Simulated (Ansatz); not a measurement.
Write the native input for Ansatz 0.2.0 that does the following.

- Task: band structure
- Functional: PBE
- Potentials or basis: all-electron LAPW, scalar-relativistic
- Cutoff: 360 eV (chosen from the basis error)
- Basis error allowed: 0.001 eV/atom
- k mesh: 11 × 11 × 11
- Occupations: fermi-dirac, width 0.05 eV
- Spin: collinear spin, ferromagnetic start
- Starting moments: [2.0, 0.0] μB

The system is CoO.

```
CELL_PARAMETERS angstrom
0.00000 2.13150 2.13150
2.13150 0.00000 2.13150
2.13150 2.13150 0.00000
ATOMIC_POSITIONS crystal
Co 0.00000 0.00000 0.00000
O 0.50000 0.50000 0.50000
```

These files were run (other wordings do the same):

input.yaml

```yaml
crystal:
  lattice:
    - [0.0, 2.1315, 2.1315]
    - [2.1315, 0.0, 2.1315]
    - [2.1315, 2.1315, 0.0]
  atoms:
    - { symbol: Co, position: [0.0, 0.0, 0.0], spin: 2.0 }
    - { symbol: O, position: [0.5, 0.5, 0.5] }
kpoints:
  mp_grid: { grid: [11, 11, 11] }
  band_path:
    path:
      - [0.0, 0.0, 0.0]
      - [0.5, 0.0, 0.5]
      - [0.5, 0.25, 0.75]
      - [0.375, 0.375, 0.75]
      - [0.0, 0.0, 0.0]
      - [0.5, 0.5, 0.5]
      - [0.625, 0.25, 0.625]
      - [0.5, 0.25, 0.75]
    npoints: 12
scf:
  occupations: { method: fermi_dirac, width: 0.05 }
hamiltonian:
  xc: pbe
  pseudopotentials: { kind: all_electron, lapw: { basis_error: 0.001 } }
magnetization:
  spin_polarized: true
output:
  forces: true
  stress: true
  eigenvalues: true
```

Potentials or basis: all-electron LAPW, scalar-relativistic.

Launch:

```console
$ ansatz run input.yaml --threads 2 --pin off --max-ram 6144MiB --backend cpu --events-out ev --progress --plain --runs-dir out
```

It gave:

The pressure is -1.9 GPa. The band gap along the path is none (metal or under the smearing width) and the net moment is 2.93 μB per cell. The absolute moment is 2.94 μB per cell and the site moments are Co +2.59; O +0.32 μB.

Caveat: a cell with one magnetic atom can't hold antiferromagnetic order, which such compounds often take; semilocal functionals often make such compounds metallic where correlation or magnetic order opens a gap, which also shifts bond lengths.

Wall time 15 s on 2 threads of Arm Neoverse V2, on a shared host, peak memory 0.42 GiB.
